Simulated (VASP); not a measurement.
# Gd (Im-3m) in VASP: notebook

Aim: see how the results for Gd move with the level of theory and the settings. Levels: PBE, PBEsol, RPBE. Tasks: band structure.

Everything below comes from runs of VASP 6.6.1. Logs are shortened: lines on timing, memory, paths and dates and some standing lists are left out, and cuts for length are marked.

**1. Starting point**

Symmetry: Im-3m, No. 229, cubic system. The conventional cell has a = 4.050 Å, b = 4.050 Å, c = 4.050 Å, α = 90.00°, β = 90.00°, γ = 90.00°. Around Gd (site symmetry m-3m) lie 8 Gd at 3.51 Å.

This isn't the form of Gd at room conditions, which is hcp.

**2. Band structure, PBE, collinear spin, ferromagnetic start**

The input, POSCAR:

```
Gd
1.0
   -2.0250000000      2.0250000000      2.0250000000
    2.0250000000     -2.0250000000      2.0250000000
    2.0250000000      2.0250000000     -2.0250000000
Gd
1
Direct
    0.0000000000      0.0000000000      0.0000000000
```

The input, INCAR.step1:

```
  PREC = Accurate
  ENCUT = 520
  EDIFF = 1E-6
  ISMEAR = -1
  SIGMA = 0.05
  LREAL = False
  LASPH = True
  NELM = 100
  ALGO = Normal
  ISIF = 2
  LWAVE = False
  LCHARG = True
  ISPIN = 2
  MAGMOM = 7
  LORBIT = 11
  LMAXMIX = 6
  GGA = PE
  NBANDS = 19
```

The input, KPOINTS.step1:

```
regular mesh
0
Gamma
  7 7 7
```

The input, INCAR.step2:

```
  PREC = Accurate
  ENCUT = 520
  EDIFF = 1E-6
  ISMEAR = 0
  SIGMA = 0.05
  LREAL = False
  LASPH = True
  NELM = 100
  ALGO = Normal
  ISIF = 2
  LWAVE = False
  LCHARG = False
  ISPIN = 2
  MAGMOM = 7
  LORBIT = 11
  LMAXMIX = 6
  GGA = PE
  NBANDS = 19
  ICHARG = 11
```

The input, KPOINTS.step2:

```
path GHNGPH,PN
15
line-mode
reciprocal
 0.0000000000  0.0000000000  0.0000000000  G
 0.5000000000 -0.5000000000  0.5000000000  H

 0.5000000000 -0.5000000000  0.5000000000  H
 0.0000000000  0.0000000000  0.5000000000  N

 0.0000000000  0.0000000000  0.5000000000  N
 0.0000000000  0.0000000000  0.0000000000  G

 0.0000000000  0.0000000000  0.0000000000  G
 0.2500000000  0.2500000000  0.2500000000  P

 0.2500000000  0.2500000000  0.2500000000  P
 0.5000000000 -0.5000000000  0.5000000000  H

 0.2500000000  0.2500000000  0.2500000000  P
 0.0000000000  0.0000000000  0.5000000000  N
```

Potentials or basis: VASP PAW PBE potentials, release 64 (Gd).

Run with:

```console
cat potpaw_PBE.64/Gd/POTCAR > POTCAR
cp INCAR.step1 INCAR
cp KPOINTS.step1 KPOINTS
mpirun -np 1 vasp_std > vasp.out
cp INCAR.step2 INCAR
cp KPOINTS.step2 KPOINTS
mpirun -np 1 vasp_std > vasp.out
```

OUTCAR:

```text
PREC = Accurate
   ENCUT = 520
   EDIFF = 1E-6
   ISMEAR = 0
   LREAL = False
   LASPH = True
   NELM = 100
   ISIF = 2
   ISPIN = 2
   LORBIT = 11
   GGA = PE
   ICHARG = 11

 ion  position               nearest neighbor table
   1  0.000  0.000  0.000-

  LATTYP: Found a body centered cubic cell.
 ALAT       =     4.0500000000

  Lattice vectors:

 A1 = (  -2.0250000000,   2.0250000000,   2.0250000000)
 A2 = (   2.0250000000,  -2.0250000000,   2.0250000000)
 A3 = (   2.0250000000,   2.0250000000,  -2.0250000000)

Analysis of symmetry for initial positions (statically):
=====================================================================
 Subroutine PRICEL returns:
 Original cell was already a primitive cell.

 Routine SETGRP: Setting up the symmetry group for a
 body centered cubic supercell.

 Subroutine GETGRP returns: Found 48 space group operations
 (whereof 48 operations were pure point group operations)
 out of a pool of 48 trial point group operations.

The static configuration has the point symmetry O_h .

Analysis of symmetry for dynamics (positions and initial velocities):
=====================================================================
 Subroutine PRICEL returns:
 Original cell was already a primitive cell.

 Routine SETGRP: Setting up the symmetry group for a
 body centered cubic supercell.

 Subroutine GETGRP returns: Found 48 space group operations
 (whereof 48 operations were pure point group operations)
 out of a pool of 48 trial point group operations.

The dynamic configuration has the point symmetry O_h .

Analysis of structural, dynamic, and magnetic symmetry:
=====================================================================
 Subroutine PRICEL returns:
 Original cell was already a primitive cell.

 Routine SETGRP: Setting up the symmetry group for a
 body centered cubic supercell.

 Subroutine GETGRP returns: Found 48 space group operations
 (whereof 48 operations were pure point group operations)
 out of a pool of 48 trial point group operations.

The overall configuration has the point symmetry O_h .

 Subroutine INISYM returns: Found 48 space group operations
 (whereof 48 operations are pure point group operations),
 and found     1 'primitive' translations

----------------------------------------------------------------------------------------

                                     Primitive cell

  volume of cell :      33.2151

  direct lattice vectors                    reciprocal lattice vectors
    -2.025000000  2.025000000  2.025000000     0.000000000  0.246913580  0.246913580
     2.025000000 -2.025000000  2.025000000     0.246913580  0.000000000  0.246913580
     2.025000000  2.025000000 -2.025000000     0.246913580  0.246913580  0.000000000

  length of vectors
     3.507402885  3.507402885  3.507402885     0.349188534  0.349188534  0.349188534

  position of ions in fractional coordinates (direct lattice)
     0.000000000  0.000000000  0.000000000

  ion indices of the primitive-cell ions
   primitive index   ion index
                 1           1

----------------------------------------------------------------------------------------

 KPOINTS: path GHNGPH,PN

Interpolating k-points between supplied coordinates.

 Line segments in fractional coordinates (reciprocal lattice):
    0.000000  0.000000  0.000000  ...  0.500000 -0.500000  0.500000
    0.500000 -0.500000  0.500000  ...  0.000000  0.000000  0.500000
    0.000000  0.000000  0.500000  ...  0.000000  0.000000  0.000000
    0.000000  0.000000  0.000000  ...  0.250000  0.250000  0.250000
    0.250000  0.250000  0.250000  ...  0.500000 -0.500000  0.500000
    0.250000  0.250000  0.250000  ...  0.000000  0.000000  0.500000

 Generated    15 points on each line segment, for a total of     90 k-points:

 Following reciprocal coordinates:
            Coordinates               Weight
  0.000000  0.000000  0.000000      0.011111
  0.035714 -0.035714  0.035714      0.011111
  0.071429 -0.071429  0.071429      0.011111
  0.107143 -0.107143  0.107143      0.011111
[... 52 lines left out ...]
      3     -19.4064      1.00000
      4     -19.4064      1.00000
      5      -1.9789      1.00000
      6      -1.9727      1.00000
[... 434 lines left out ...]
      1     -42.2689      1.00000
      2     -19.9706      1.00000
      3     -19.7388      1.00000
      4     -19.6330      1.00000
      5      -1.9819      1.00000
      6      -1.9441      1.00000
[... 11 lines left out ...]
     18      10.7093      0.00000
     19      12.5285      0.00000

 k-point    24 :       0.2143   -0.2143    0.5000
  band No.  band energies     occupation
      1     -42.2744      1.00000
      2     -19.9935      1.00000
      3     -19.7099      1.00000
      4     -19.5794      1.00000
      5      -1.9757      1.00000
      6      -1.9496      1.00000
[... 11 lines left out ...]
     18      10.8378      0.00000
     19      12.9313      0.00000

 [... further k-points ...]

 spin component 2

 k-point     1 :       0.0000    0.0000    0.0000
  band No.  band energies     occupation
      1     -39.1093      1.00000
      2     -16.9740      1.00000
      3     -16.9740      1.00000
      4     -16.9740      1.00000
      5      -1.2258      1.00000
      6       3.3227      0.00000
[... 11 lines left out ...]
     18      14.3030      0.00000
     19      14.3030      0.00000

 k-point     2 :       0.0357   -0.0357    0.0357
  band No.  band energies     occupation
      1     -39.1073      1.00000
      2     -16.9901      1.00000
      3     -16.9808      1.00000
      4     -16.9808      1.00000
      5      -1.1487      1.00000
      6       3.3185      0.00000
[... 11 lines left out ...]
     18      14.4356      0.00000
     19      14.4435      0.00000

 k-point     3 :       0.0714   -0.0714    0.0714
  band No.  band energies     occupation
      1     -39.1012      1.00000
      2     -17.0360      1.00000
      3     -17.0010      1.00000
      4     -17.0010      1.00000
      5      -0.9226      1.00000
      6       3.3055      0.00000
[... 434 lines left out ...]
      1     -38.9961      1.00000
      2     -17.6758      1.00000
      3     -17.3925      1.00000
      4     -17.2716      1.00000
      5       2.3179      1.00000
      6       2.8819      0.91919
[... 11 lines left out ...]
     18      12.1574      0.00000
     19      13.9002      0.00000

 k-point    24 :       0.2143   -0.2143    0.5000
  band No.  band energies     occupation
      1     -39.0028      1.00000
      2     -17.7048      1.00000
      3     -17.3583      1.00000
      4     -17.2089      1.00000
      5       2.2477      1.00000
      6       3.0830      0.00001
[... 11 lines left out ...]
     18      12.2982      0.00000
     19      14.3033      0.00000

 [... further k-points ...]

------------------------ aborting loop because EDIFF is reached ----------------------------------------

  FORCE on cell =-STRESS in cart. coord.  units (eV):
  Direction    XX          YY          ZZ          XY          YZ          ZX
  --------------------------------------------------------------------------------------
  -------------------------------------------------------------------------------------
  Total       -4.5975994     -4.5975994     -4.5975994     -0.0000000      0.0000000     -0.0000000
  in kB     -221.7719597   -221.7719597   -221.7719597     -0.0000000      0.0000000     -0.0000000
  external PRESSURE =    -221.7719597 kB  Pullay stress =       0.0000000 kB

 VOLUME and BASIS-vectors are now :
 -----------------------------------------------------------------------------
  energy-cutoff  :      520.00
  volume of cell :       33.22
      direct lattice vectors                 reciprocal lattice vectors
    -2.025000000  2.025000000  2.025000000     0.000000000  0.246913580  0.246913580
     2.025000000 -2.025000000  2.025000000     0.246913580  0.000000000  0.246913580
     2.025000000  2.025000000 -2.025000000     0.246913580  0.246913580  0.000000000

 POSITION                                       TOTAL-FORCE (eV/Angst)
 -----------------------------------------------------------------------------------
      0.00000      0.00000      0.00000         0.000000      0.000000     -0.000000
 -----------------------------------------------------------------------------------
    total drift:                                0.000000     -0.000000     -0.000000

  FREE ENERGIE OF THE ION-ELECTRON SYSTEM (eV)
  ---------------------------------------------------
  free  energy   TOTEN  =       -12.3050992147 eV

  energy  without entropy=      -12.3043175103  energy(sigma->0) =      -12.30470836

 total charge

# of ion       s       p       d       f       tot
--------------------------------------------------
    1        2.057   5.548   0.646   6.941  15.191

 magnetization (x)

# of ion       s       p       d       f       tot
--------------------------------------------------
    1       -0.001  -0.047   0.270   6.862   7.084
```

Run time: 3.2 min. Hardware: 1 thread of AMD EPYC 7R43 (Zen 3), shared host; peak memory 0.2 GiB.

What came out:

```
Band gap along the path : none (metal or under the smearing width)
Net moment              : 7.64 μB per cell
```

Levels at the corners of the path, in eV from the Fermi level:
Spin up:
```tsv
point	band 9	band 10	band 11	band 12	band 13	band 14	band 15	band 16	band 17	band 18
Γ	-4.84	-4.84	-4.84	-4.81	1.26	1.26	1.26	3.50	3.50	10.36
H	-4.83	-4.83	-4.83	-1.93	-1.93	5.43	5.43	5.43	5.84	5.84
H	-4.83	-4.83	-4.83	-1.93	-1.93	5.43	5.43	5.43	5.84	5.84
N	-4.85	-4.85	-4.83	-2.45	-0.33	1.05	3.38	4.16	6.09	8.28
N	-4.85	-4.85	-4.83	-2.45	-0.33	1.05	3.38	4.16	6.09	8.28
Γ	-4.84	-4.84	-4.84	-4.81	1.26	1.26	1.26	3.50	3.50	10.36
Γ	-4.84	-4.84	-4.84	-4.81	1.26	1.26	1.26	3.50	3.50	10.36
P	-4.87	-4.87	-4.87	-0.38	-0.38	-0.38	4.29	4.29	4.92	9.06
P	-4.87	-4.87	-4.87	-0.38	-0.38	-0.38	4.29	4.29	4.92	9.06
H	-4.83	-4.83	-4.83	-1.93	-1.93	5.43	5.43	5.43	5.84	5.84
P	-4.87	-4.87	-4.87	-0.38	-0.38	-0.38	4.29	4.29	4.92	9.06
N	-4.85	-4.85	-4.83	-2.45	-0.33	1.05	3.38	4.16	6.09	8.28
```
Spin down:
```csv
point,band 2,band 3,band 4,band 5,band 6,band 7,band 8,band 9
Γ,-19.96,-19.96,-19.96,-4.21,0.34,0.34,0.34,0.64
H,-20.53,-20.53,-20.53,-1.15,-1.15,0.40,0.46,0.46
H,-20.53,-20.53,-20.53,-1.15,-1.15,0.40,0.46,0.46
N,-20.79,-20.22,-19.97,-1.54,0.35,0.40,0.48,0.58
N,-20.79,-20.22,-19.97,-1.54,0.35,0.40,0.48,0.58
Γ,-19.96,-19.96,-19.96,-4.21,0.34,0.34,0.34,0.64
Γ,-19.96,-19.96,-19.96,-4.21,0.34,0.34,0.34,0.64
P,-20.38,-20.38,-20.38,0.43,0.43,0.43,0.46,0.56
P,-20.38,-20.38,-20.38,0.43,0.43,0.43,0.46,0.56
H,-20.53,-20.53,-20.53,-1.15,-1.15,0.40,0.46,0.46
P,-20.38,-20.38,-20.38,0.43,0.43,0.43,0.46,0.56
N,-20.79,-20.22,-19.97,-1.54,0.35,0.40,0.48,0.58
```

Caveat: the log is that of the step along the path at fixed density, whose energy, stress, charges and moments have no meaning; spin-orbit coupling is left out, which moves the levels of the heavy elements. The state reached can hang on the start; a lower one may exist.

**3. Band structure, PBEsol, collinear spin, ferromagnetic start**

POSCAR is that of step 2.

Changes to INCAR.step1 since step 2:

```diff
@@ -16,3 +16,3 @@
   LMAXMIX = 6
-  GGA = PE
+  GGA = PS
   NBANDS = 19
```

KPOINTS.step1 is that of step 2.

Changes to INCAR.step2 since step 2:

```diff
@@ -16,3 +16,3 @@
   LMAXMIX = 6
-  GGA = PE
+  GGA = PS
   NBANDS = 19
```

KPOINTS.step2 is that of step 2.

Potentials or basis: VASP PAW PBE potentials, release 64 (Gd).

Run with:

```console
cat potpaw_PBE.64/Gd/POTCAR > POTCAR
cp INCAR.step1 INCAR
cp KPOINTS.step1 KPOINTS
mpirun -np 1 vasp_std > vasp.out
cp INCAR.step2 INCAR
cp KPOINTS.step2 KPOINTS
mpirun -np 1 vasp_std > vasp.out
```

Run time: 3 min. Hardware: 1 thread of AMD EPYC 7R43 (Zen 3), shared host; peak memory 0.2 GiB.

Results (log left out):

- Band gap along the path: none (metal or under the smearing width)
- Net moment: 7.63 μB per cell

Levels at the corners of the path, in eV from the Fermi level:
Spin up:
```csv
point,band 9,band 10,band 11,band 12,band 13,band 14,band 15,band 16,band 17,band 18
Γ,-4.75,-4.75,-4.75,-4.71,1.25,1.25,1.25,3.49,3.49,10.38
H,-4.73,-4.73,-4.73,-1.93,-1.93,5.43,5.43,5.43,5.84,5.84
H,-4.73,-4.73,-4.73,-1.93,-1.93,5.43,5.43,5.43,5.84,5.84
N,-4.75,-4.75,-4.73,-2.46,-0.34,1.07,3.37,4.15,6.11,8.28
N,-4.75,-4.75,-4.73,-2.46,-0.34,1.07,3.37,4.15,6.11,8.28
Γ,-4.75,-4.75,-4.75,-4.71,1.25,1.25,1.25,3.49,3.49,10.38
Γ,-4.75,-4.75,-4.75,-4.71,1.25,1.25,1.25,3.49,3.49,10.38
P,-4.77,-4.77,-4.77,-0.38,-0.38,-0.38,4.28,4.28,4.88,9.08
P,-4.77,-4.77,-4.77,-0.38,-0.38,-0.38,4.28,4.28,4.88,9.08
H,-4.73,-4.73,-4.73,-1.93,-1.93,5.43,5.43,5.43,5.84,5.84
P,-4.77,-4.77,-4.77,-0.38,-0.38,-0.38,4.28,4.28,4.88,9.08
N,-4.75,-4.75,-4.73,-2.46,-0.34,1.07,3.37,4.15,6.11,8.28
```
Spin down:
```
point  band 3  band 4  band 5  band 6  band 7  band 8
    Γ  -19.89  -19.89   -4.22    0.31    0.31    0.31
    H  -20.47  -20.47   -1.13   -1.13    0.36    0.43
    H  -20.47  -20.47   -1.13   -1.13    0.36    0.43
    N  -20.16  -19.90   -1.55    0.32    0.37    0.44
    N  -20.16  -19.90   -1.55    0.32    0.37    0.44
    Γ  -19.89  -19.89   -4.22    0.31    0.31    0.31
    Γ  -19.89  -19.89   -4.22    0.31    0.31    0.31
    P  -20.32  -20.32    0.41    0.41    0.41    0.42
    P  -20.32  -20.32    0.41    0.41    0.41    0.42
    H  -20.47  -20.47   -1.13   -1.13    0.36    0.43
    P  -20.32  -20.32    0.41    0.41    0.41    0.42
    N  -20.16  -19.90   -1.55    0.32    0.37    0.44
```

Caveat: the log is that of the step along the path at fixed density, whose energy, stress, charges and moments have no meaning; the PAW data sets were made with another functional, which shifts forces and pressure a little; spin-orbit coupling is left out, which moves the levels of the heavy elements.

**4. Band structure, RPBE, collinear spin, ferromagnetic start**

POSCAR is that of step 3.

Changes to INCAR.step1 since step 3:

```diff
@@ -16,3 +16,3 @@
   LMAXMIX = 6
-  GGA = PS
+  GGA = RP
   NBANDS = 19
```

KPOINTS.step1 is that of step 3.

Changes to INCAR.step2 since step 3:

```diff
@@ -16,3 +16,3 @@
   LMAXMIX = 6
-  GGA = PS
+  GGA = RP
   NBANDS = 19
```

KPOINTS.step2 is that of step 3.

Run with:

```console
cat potpaw_PBE.64/Gd/POTCAR > POTCAR
cp INCAR.step1 INCAR
cp KPOINTS.step1 KPOINTS
mpirun -np 1 vasp_std > vasp.out
cp INCAR.step2 INCAR
cp KPOINTS.step2 KPOINTS
mpirun -np 1 vasp_std > vasp.out
```

Run time: 3.5 min. Hardware: 1 thread of AMD EPYC 7R43 (Zen 3), shared host; peak memory 0.19 GiB.

Results (log left out):

```yaml
Band_gap_along_the_path: none (metal or under the smearing width)
Net_moment: 7.67 μB per cell
```

Levels at the corners of the path, in eV from the Fermi level:
Spin up:
```
point  band 9  band 10  band 11  band 12  band 13  band 14  band 15  band 16  band 17  band 18
    Γ   -4.92    -4.92    -4.92    -4.89     1.29     1.29     1.29     3.51     3.51    10.33
    H   -4.90    -4.90    -4.90    -1.93    -1.93     5.44     5.44     5.44     5.82     5.82
    H   -4.90    -4.90    -4.90    -1.93    -1.93     5.44     5.44     5.44     5.82     5.82
    N   -4.92    -4.92    -4.91    -2.45    -0.31     1.01     3.41     4.18     6.10     8.24
    N   -4.92    -4.92    -4.91    -2.45    -0.31     1.01     3.41     4.18     6.10     8.24
    Γ   -4.92    -4.92    -4.92    -4.89     1.29     1.29     1.29     3.51     3.51    10.33
    Γ   -4.92    -4.92    -4.92    -4.89     1.29     1.29     1.29     3.51     3.51    10.33
    P   -4.95    -4.95    -4.95    -0.39    -0.39    -0.39     4.31     4.31     4.97     9.03
    P   -4.95    -4.95    -4.95    -0.39    -0.39    -0.39     4.31     4.31     4.97     9.03
    H   -4.90    -4.90    -4.90    -1.93    -1.93     5.44     5.44     5.44     5.82     5.82
    P   -4.95    -4.95    -4.95    -0.39    -0.39    -0.39     4.31     4.31     4.97     9.03
    N   -4.92    -4.92    -4.91    -2.45    -0.31     1.01     3.41     4.18     6.10     8.24
```
Spin down:
```
point  band 3  band 4  band 5  band 6  band 7  band 8
    Γ  -20.00  -20.00   -4.15    0.37    0.37    0.37
    H  -20.56  -20.56   -1.13   -1.13    0.43    0.49
    H  -20.56  -20.56   -1.13   -1.13    0.43    0.49
    N  -20.26  -20.01   -1.48    0.38    0.42    0.51
    N  -20.26  -20.01   -1.48    0.38    0.42    0.51
    Γ  -20.00  -20.00   -4.15    0.37    0.37    0.37
    Γ  -20.00  -20.00   -4.15    0.37    0.37    0.37
    P  -20.41  -20.41    0.45    0.45    0.45    0.49
    P  -20.41  -20.41    0.45    0.45    0.45    0.49
    H  -20.56  -20.56   -1.13   -1.13    0.43    0.49
    P  -20.41  -20.41    0.45    0.45    0.45    0.49
    N  -20.26  -20.01   -1.48    0.38    0.42    0.51
```

Caveat: the log is that of the step along the path at fixed density, whose energy, stress, charges and moments have no meaning; the PAW data sets were made with another functional, which shifts forces and pressure a little; spin-orbit coupling is left out, which moves the levels of the heavy elements. The state reached can hang on the start; a lower one may exist.

**5. For comparison**

An earlier run on the cell as given: functional PBE; potentials or basis VASP PAW PBE potentials, release 64 (Gd); cutoff 520 eV; k mesh 9 × 9 × 9; occupations fermi-dirac, width 0.05 eV; collinear spin, ferromagnetic start; starting moments [7.0] μB.

- Pressure: 0.0 GPa
- Band gap on the k mesh: none (metal or under the smearing width)
- Net moment: 7.60 μB per cell
- Site moments: Gd +6.99 μB
- Valence electrons inside the program's atomic spheres: Gd 15.20

**6. Summary**

```csv
task,level,k mesh,moment (μB)
band structure,PBE,7 × 7 × 7,7.64
band structure,PBEsol,7 × 7 × 7,7.63
band structure,RPBE,7 × 7 × 7,7.67
single point,PBE,9 × 9 × 9,7.60
```

Alike in all rows: potentials or basis VASP PAW PBE potentials, release 64 (Gd); spin collinear, ferromagnetic start; cell as given; cutoff (eV) 520; smearing fermi-dirac 0.05 eV.

Caveats: spin-orbit coupling is left out, which moves the levels of the heavy elements; the PAW data sets were made with another functional, which shifts forces and pressure a little (some runs).

Absolute energies hang on the potentials; compare differences alone.
